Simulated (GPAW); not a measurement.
**HfC: band structure with TPSS**

The system is HfC.

```
Hf C
1.0
     3.28805    0.00000    0.00000
     1.64402    2.84753    0.00000
     1.64402    0.94918    2.68468
Hf C
1 1
Direct
  0.50000 0.50000 0.50000
  0.00000 0.00000 0.00000
```

| Quantity | Value |
| --- | --- |
| Program | GPAW 26.7.0 |
| Task | band structure |
| Functional | TPSS |
| Potentials or basis | GPAW PAW data sets (gpaw-data 1.2.1) |
| Cutoff | 800 eV |
| Basis | pw |
| k mesh | 8 × 8 × 8 |
| Occupations | fermi-dirac, width 0.05 eV |
| Spin | spin-orbit coupling, no magnetisation |
| Eigensolver | davidson |
| Maxiter | 150 |
| Band path | GXWKGLUWLK,UX |
| Band points | 60 |
| spin axis theta (degrees) | 0 |
| spin axis phi (degrees) | 0 |
| Soc after scf | second variation without the xc potential |

* Pressure: 0.2 GPa
* Band gap along the path: none (metal or under the smearing width)

Levels at the corners of the path, in eV from the Fermi level:
| point | band 13 | band 14 | band 15 | band 16 | band 17 | band 18 | band 19 | band 20 |
| --- | --- | --- | --- | --- | --- | --- | --- | --- |
| Γ | 1.13 | 1.13 | 1.13 | 1.13 | 1.29 | 1.29 | 1.29 | 1.29 |
| X | -1.81 | -1.81 | -0.20 | -0.20 | 0.20 | 0.20 | 5.44 | 5.44 |
| W | -2.96 | -2.96 | -2.38 | -2.38 | 3.68 | 3.68 | 3.73 | 3.73 |
| K | -2.69 | -2.69 | -1.55 | -1.55 | 1.60 | 1.60 | 5.71 | 5.71 |
| Γ | 1.13 | 1.13 | 1.13 | 1.13 | 1.29 | 1.29 | 1.29 | 1.29 |
| L | -3.00 | -3.00 | -2.92 | -2.92 | 5.28 | 5.28 | 5.30 | 5.30 |
| U | -2.69 | -2.69 | -1.55 | -1.55 | 1.60 | 1.60 | 5.71 | 5.71 |
| W | -2.96 | -2.96 | -2.38 | -2.38 | 3.68 | 3.68 | 3.73 | 3.73 |
| L | -3.00 | -3.00 | -2.92 | -2.92 | 5.28 | 5.28 | 5.30 | 5.30 |
| K | -2.69 | -2.69 | -1.55 | -1.55 | 1.60 | 1.60 | 5.71 | 5.71 |
| U | -2.69 | -2.69 | -1.55 | -1.55 | 1.60 | 1.60 | 5.71 | 5.71 |
| X | -1.81 | -1.81 | -0.20 | -0.20 | 0.20 | 0.20 | 5.44 | 5.44 |

It took 120 s on 1 thread of Arm Neoverse V2, on a shared host, peak memory 0.39 GiB.

Caveat: spin-orbit coupling was added after a scalar SCF, so levels and gaps hold it while energy, forces, pressure and moments don't; this program's spin-orbit splittings come out too wide for heavy elements; the PAW data sets were made with another functional, which shifts forces and pressure a little.
